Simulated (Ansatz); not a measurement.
# AlPt (Pm-3m) in Ansatz: equation of state

Aim: energy against volume of AlPt in PBEsol, for its equilibrium volume and stiffness.

All numbers are computed with Ansatz 0.2.0; they aren't measurements. Logs are shortened: lines on timing, memory, paths and dates and some standing lists are left out, and cuts for length are marked.

### Step 1. The structure

It takes space group Pm-3m (No. 221, cubic). The conventional cell has a = 3.092 Å, b = 3.092 Å, c = 3.092 Å, α = 90.00°, β = 90.00°, γ = 90.00°. Pt (site symmetry m-3m) is surrounded by 8 Al at 2.68 Å. Around Al (site symmetry m-3m) lie 8 Pt at 2.68 Å.

Measurements of this composition are mostly on another form, of space group No. 198.

### Step 2. Single point, PBEsol, 13.89 Å³/atom (volume scaled by 0.94)

The input, input.yaml:

```yaml
crystal:
  lattice:
    - [3.0284355161, 0.0, 0.0]
    - [0.0, 3.0284355161, 0.0]
    - [0.0, 0.0, 3.0284355161]
  atoms:
    - { symbol: Pt, position: [0.5, 0.5, 0.5] }
    - { symbol: Al, position: [0.0, 0.0, 0.0] }
hamiltonian:
  xc: pbesol
  pseudopotentials: { kind: paw }
kpoints:
  mp_grid: { grid: [9, 9, 9] }
scf:
  occupations: { method: fermi_dirac, width: 0.05 }
output:
  forces: true
  stress: true
  eigenvalues: true
```

Potentials or basis: Ansatz PAW.

Command:

```
$ ansatz run input.yaml --threads 2 --pin off --max-ram 5632MiB --backend cpu --events-out ev --progress --plain --runs-dir out
```

Log:

```text
Warning: RAYON_NUM_THREADS=2 ignored (pool sized by the plan → 2); use --threads N
Engine: ansatz 0.2.0, aarch64-unknown-linux-gnu
Pseudopotentials: kind: paw
Pseudopotential: Pt, paw, valence charge 18, recommended cutoff 420 eV (normal), Pt.paw.azcp
Pseudopotential: Al, paw, valence charge 3, recommended cutoff 420 eV (normal), Al.paw.azcp
Functional definition: PBEsol
  exchange = pbesol_x
  correlation = pbesol_c
Crystal: 2 atoms, lattice volume = 27.775 Å³
Basis set: ecut = 420 eV, 515 PW (Γ), exchange–correlation on 48×48×48 points (8 copies of the dense FFT grid, shifted against one another)
Bands: 15, of which v1, the nominal top of the filled ones, is band 11 counted from 1 (10 counted from 0)
Symmetry: 48 space group operations
Space group: Pm-3m (ITA 221), of the structure as read, at distance tolerance 3.0e-5 Å
k-points: 35 of 729
Non-local potential: Pt, projectors of the file, l = 0: 3, l = 1: 2, l = 2: 2, l = 3: 1
Non-local potential: Al, projectors of the file, l = 0: 2, l = 1: 2, l = 2: 1
PAW form: soft (Blöchl's): semilocal exchange-correlation on the pseudo side does not see the compensation charge
PAW frozen core: Pt, regenerated for the run's functional, and the local potential with it (the file was generated under x = pbe(κ = 0.804, μ = 0.2195149727645171), c = pbe(β = 0.06672455060314922))
PAW frozen core: Al, regenerated for the run's functional, and the local potential with it (the file was generated under x = pbe(κ = 0.804, μ = 0.2195149727645171), c = pbe(β = 0.06672455060314922))
PAW one-centre angular grid: Pt, 590 points (default); XC on 64 Gauss nodes
PAW one-centre angular grid: Al, 110 points (default); XC on 64 Gauss nodes
Initial density: superposition of atomic densities (neutral atoms: chi_scale 0, normalization atom), corrected by the library's trained network
Initial wavefunctions: pseudopotential atomic-orbital guess
Functional: x = pbesol(κ = 0.804, μ = 0.12345679012345678), c = pbesol(β = 0.046)
SCF iter   1: F=—  HF=-12910.216880 eV  |F-HF|=—  |Δ(HF+E_count)|=         —  Δρ=3.01e-3  dr2=1.45e-3  ethr=1.77e-3  ⟨swp⟩=5.5  Hψ=2625  notcnv=0
preconditioner: auto → none  [metal: Δε(μ)=0.074 eV  Ē_g=10.808 eV  σ=0.050 eV  W_gap=0.35  n_scr=6 (ndim 8)  ℏωp=25.4 eV  f_vac=0.000  D(μ)=0.84/eV (n_scr^D=6)  sad-step TF]
SCF iter   2: F=—  HF=-12910.217327 eV  |F-HF|=—  |Δ(HF+E_count)|=   4.47e-4  Δρ=1.67e-3  dr2=4.67e-4  ethr=6.88e-6  ⟨swp⟩=2.1  Hψ=994  notcnv=0
SCF iter   3: F=—  HF=-12910.217177 eV  |F-HF|=—  |Δ(HF+E_count)|=   1.50e-4  Δρ=1.76e-4  dr2=7.19e-6  ethr=2.22e-6  ⟨swp⟩=2.5  Hψ=727  notcnv=0
SCF iter   4: F=—  HF=-12910.217159 eV  |F-HF|=—  |Δ(HF+E_count)|=   1.87e-5  Δρ=3.41e-5  dr2=1.65e-7  ethr=3.43e-8  ⟨swp⟩=2.4  Hψ=809  notcnv=0
iter 5 did not close the SCF: its close was put off for the readings that it lacked (scf_convergence_deferred on its scf_iter line)
SCF iter   5: F=-12910.217159 eV  HF=-12910.217159 eV  |F-HF|=4.90e-9  |Δ(HF+E_count)|=   4.06e-8  Δρ=6.40e-6  dr2=6.55e-9  ethr=7.85e-10  ⟨swp⟩=2.2  Hψ=851  notcnv=0
SCF iter   6: F=-12910.217159 eV  HF=-12910.217159 eV  |F-HF|=5.46e-12  |Δ(HF+E_count)|=   2.00e-9  Δρ=3.62e-7  dr2=1.02e-11  ethr=3.12e-11  ⟨swp⟩=2.7  Hψ=1715  notcnv=0
SCF 1 converged in 6 iterations: F = -12910.217159 eV  dr2 = 1.02e-11
SCF converged after 6 iterations
Free energy (F): -12910.217159 eV
Harris-Foulkes:  -12910.217159 eV  (|F-HF|=5.46e-12)
Internal energy: -12910.210338 eV  (E = F + TS)
E sigma→0 (E₀):  -12910.213748 eV
Entropy (-TS):   -0.006821 eV (-3.410 meV/atom)
Fermi energy:    18.141323 eV
--- Per-component energies (eV) ---
  E_band       = -199.563884
  E_kinetic    = 667.781937
  E_local      = -2079.693699  (includes V_loc(G=0)·N_el)
  E_nonlocal   = 212.151380
  E_hartree    = 815.784220
  E_xc         = -302.792726
  E_vxc        = -335.608950  (∫ρ·V_xc dr)
  E_paw        = -9771.621251  (= ΣΔE_a)
  E_vpaw       = -295.763239  (= ΣTr[D̂ρ^β])
  E_aug_tail   = 0.000193  (compensation charges beyond the density's cutoff)
  E_ewald      = -2452.126511
  E_core_change = 0.306120  (= ΣΔE_core)
  E_smearing   = -0.006821  (= −TS)
  E_closure    = -0.000000  (closes the sum)
  Σ components = -12910.217159   (vs F -12910.217159, Δ=0.00e0)
--- Forces (eV/Å), atoms counted from 1 ---
  atom   1  Pt     0.00000000     0.00000000     0.00000000
  atom   2  Al    -0.00000000     0.00000000     0.00000000
  max |Σ_I F_I| component: 2.88e-29 eV/Å
--- Stress (GPa, compression-positive) ---
        6.816354       0.000000      -0.000000
        0.000000       6.816354       0.000000
        0.000000       0.000000       6.816354
  P = ⅓ Tr σ = 6.8164 GPa (68.164 kbar)
--- Band table (eV; the first three rows and the last of 35) ---
  k-point 0: bands = ["-80.9469", "-35.1346", "-35.1346", "-35.1346", "6.0097", "12.0666", "12.0666", "15.3581", "15.3581", "15.3581", "22.1105", "22.1105", "22.1105", "27.3683", "27.3683"]
  k-point 1: bands = ["-80.9466", "-35.1462", "-35.1337", "-35.1337", "6.2472", "12.1348", "12.1553", "15.1227", "15.1227", "15.3831", "20.9056", "22.5385", "22.5385", "26.8917", "27.8659"]
  k-point 2: bands = ["-80.9457", "-35.1756", "-35.1314", "-35.1314", "6.9340", "12.2812", "12.3153", "14.6080", "14.6080", "15.4471", "18.9862", "23.6268", "23.6268", "25.8390", "28.2392"]
  k-point 34: bands = ["-80.9383", "-35.2118", "-35.2117", "-35.2117", "11.1540", "11.3389", "11.3389", "16.4297", "16.4297", "18.4559", "19.3263", "20.1200", "20.1200", "23.9007", "24.7596"]
```

Wall time 0.74 s (2 threads of Arm Neoverse V2, shared host); peak memory 0.28 GiB.

Results:

- Free energy: -12910.2172 eV
- Pressure: 6.8 GPa
- Band gap on the k mesh: none (metal or under the smearing width)

Caveat: the PAW data sets come from PBE, with cores solved anew for the run's functional, which leaves a small shift of forces and pressure.

### Step 3. Single point, PBEsol, 14.18 Å³/atom (volume scaled by 0.96)

Edit input.yaml of step 2 so:

```diff
@@ -2,5 +2,5 @@
   lattice:
-    - [3.0284355161, 0.0, 0.0]
-    - [0.0, 3.0284355161, 0.0]
-    - [0.0, 0.0, 3.0284355161]
+    - [3.0497632294, 0.0, 0.0]
+    - [0.0, 3.0497632294, 0.0]
+    - [0.0, 0.0, 3.0497632294]
   atoms:
@@ -19 +19,5 @@
   eigenvalues: true
+  write_density: true
+  write_potential: true
+  elf: true
+  volumetric_format: npy
```

Potentials or basis: Ansatz PAW.

Command:

```
$ ansatz run input.yaml --threads 2 --pin off --max-ram 5632MiB --backend cpu --events-out ev --progress --plain --runs-dir out
```

Run time: 0.86 s. Hardware: 2 threads of Arm Neoverse V2, shared host; peak memory 0.28 GiB.

It converged, with:

* Free energy: -12910.2335 eV
* Pressure: 2.1 GPa
* Band gap on the k mesh: none (metal or under the smearing width)

Caveat: the PAW data sets come from PBE, with cores solved anew for the run's functional, which leaves a small shift of forces and pressure.

### Step 4. Single point, PBEsol, 14.48 Å³/atom (volume scaled by 0.98)

The input, input.yaml:

```yaml
crystal:
  lattice:
    - [3.0707967439, 0.0, 0.0]
    - [0.0, 3.0707967439, 0.0]
    - [0.0, 0.0, 3.0707967439]
  atoms:
    - { symbol: Pt, position: [0.5, 0.5, 0.5] }
    - { symbol: Al, position: [0.0, 0.0, 0.0] }
hamiltonian:
  xc: pbesol
  pseudopotentials: { kind: paw }
kpoints:
  mp_grid: { grid: [9, 9, 9] }
scf:
  occupations: { method: fermi_dirac, width: 0.05 }
output:
  forces: true
  stress: true
  eigenvalues: true
```

Command:

```
$ ansatz run input.yaml --threads 2 --pin off --max-ram 5632MiB --backend cpu --events-out ev --progress --plain --runs-dir out
```

Run time: 0.71 s. Hardware: 2 threads of Arm Neoverse V2, shared host; peak memory 0.28 GiB.

The run converged. Its results:

| Quantity | Value |
| --- | --- |
| Free energy | -12910.2335 eV |
| Pressure | -2.0 GPa |
| Band gap on the k mesh | none (metal or under the smearing width) |

Caveat: the PAW data sets come from PBE, with cores solved anew for the run's functional, which leaves a small shift of forces and pressure.

### Step 5. Single point, PBEsol, 14.77 Å³/atom

Edit input.yaml of step 4 so:

```diff
@@ -2,5 +2,5 @@
   lattice:
-    - [3.0707967439, 0.0, 0.0]
-    - [0.0, 3.0707967439, 0.0]
-    - [0.0, 0.0, 3.0707967439]
+    - [3.091546, 0.0, 0.0]
+    - [0.0, 3.091546, 0.0]
+    - [0.0, 0.0, 3.091546]
   atoms:
@@ -19 +19,5 @@
   eigenvalues: true
+  write_density: true
+  write_potential: true
+  elf: true
+  volumetric_format: npy
```

Command:

```
$ ansatz run input.yaml --threads 2 --pin off --max-ram 5632MiB --backend cpu --events-out ev --progress --plain --runs-dir out
```

Run time: 0.84 s. Hardware: 2 threads of Arm Neoverse V2, shared host; peak memory 0.28 GiB.

Results (log left out):

* Free energy: -12910.2189 eV
* Pressure: -5.8 GPa
* Band gap on the k mesh: none (metal or under the smearing width)

Caveat: the PAW data sets come from PBE, with cores solved anew for the run's functional, which leaves a small shift of forces and pressure.

### Step 6. Single point, PBEsol, 15.07 Å³/atom (volume scaled by 1.02)

Edit input.yaml of step 5 so:

```diff
@@ -2,5 +2,5 @@
   lattice:
-    - [3.091546, 0.0, 0.0]
-    - [0.0, 3.091546, 0.0]
-    - [0.0, 0.0, 3.091546]
+    - [3.1120204112, 0.0, 0.0]
+    - [0.0, 3.1120204112, 0.0]
+    - [0.0, 0.0, 3.1120204112]
   atoms:
```

Potentials or basis: Ansatz PAW.

Command:

```
$ ansatz run input.yaml --threads 2 --pin off --max-ram 5632MiB --backend cpu --events-out ev --progress --plain --runs-dir out
```

It took 0.85 s on 2 threads of Arm Neoverse V2, shared host; peak memory 0.28 GiB.

It converged, with:

* Free energy: -12910.1916 eV
* Pressure: -9.0 GPa
* Band gap on the k mesh: none (metal or under the smearing width)

Caveat: the PAW data sets come from PBE, with cores solved anew for the run's functional, which leaves a small shift of forces and pressure.

### Step 7. Single point, PBEsol, 15.36 Å³/atom (volume scaled by 1.04)

The input, input.yaml:

```yaml
crystal:
  lattice:
    - [3.1322289022, 0.0, 0.0]
    - [0.0, 3.1322289022, 0.0]
    - [0.0, 0.0, 3.1322289022]
  atoms:
    - { symbol: Pt, position: [0.5, 0.5, 0.5] }
    - { symbol: Al, position: [0.0, 0.0, 0.0] }
hamiltonian:
  xc: pbesol
  pseudopotentials: { kind: paw }
kpoints:
  mp_grid: { grid: [9, 9, 9] }
scf:
  occupations: { method: fermi_dirac, width: 0.05 }
output:
  forces: true
  stress: true
  eigenvalues: true
```

Command:

```
$ ansatz run input.yaml --threads 2 --pin off --max-ram 5632MiB --backend cpu --events-out ev --progress --plain --runs-dir out
```

It took 0.65 s on 2 threads of Arm Neoverse V2, shared host; peak memory 0.28 GiB.

It converged, with:

| Quantity | Value |
| --- | --- |
| Free energy | -12910.1527 eV |
| Pressure | -12.0 GPa |
| Band gap on the k mesh | none (metal or under the smearing width) |

Caveat: the PAW data sets come from PBE, with cores solved anew for the run's functional, which leaves a small shift of forces and pressure.

### Step 8. Single point, PBEsol, 15.66 Å³/atom (volume scaled by 1.06)

Edit input.yaml of step 7 so:

```diff
@@ -2,5 +2,5 @@
   lattice:
-    - [3.1322289022, 0.0, 0.0]
-    - [0.0, 3.1322289022, 0.0]
-    - [0.0, 0.0, 3.1322289022]
+    - [3.1521799427, 0.0, 0.0]
+    - [0.0, 3.1521799427, 0.0]
+    - [0.0, 0.0, 3.1521799427]
   atoms:
```

Command:

```
$ ansatz run input.yaml --threads 2 --pin off --max-ram 5632MiB --backend cpu --events-out ev --progress --plain --runs-dir out
```

Wall time 0.65 s (2 threads of Arm Neoverse V2, shared host); peak memory 0.28 GiB.

Results (log left out):

```yaml
Free_energy: -12910.1037 eV
Pressure: -14.6 GPa
Band_gap_on_the_k_mesh: none (metal or under the smearing width)
```

Caveat: the PAW data sets come from PBE, with cores solved anew for the run's functional, which leaves a small shift of forces and pressure.

### Step 9. Equation of state, PBEsol

Potentials or basis: Ansatz PAW.

This step only gathers the single runs of the series.

What came out:

```yaml
Equilibrium_volume: 14.33 Å³/atom
Bulk_modulus: 202 GPa
Pressure_derivative_of_the_bulk_modulus: 4.7
```

Energy against volume, from the lowest point:
```tsv
volume (Å³/atom)	energy (meV/atom)
13.888	8.16
14.183	0.01
14.478	0.00
14.774	7.27
15.069	20.96
15.365	40.39
15.660	64.91
```
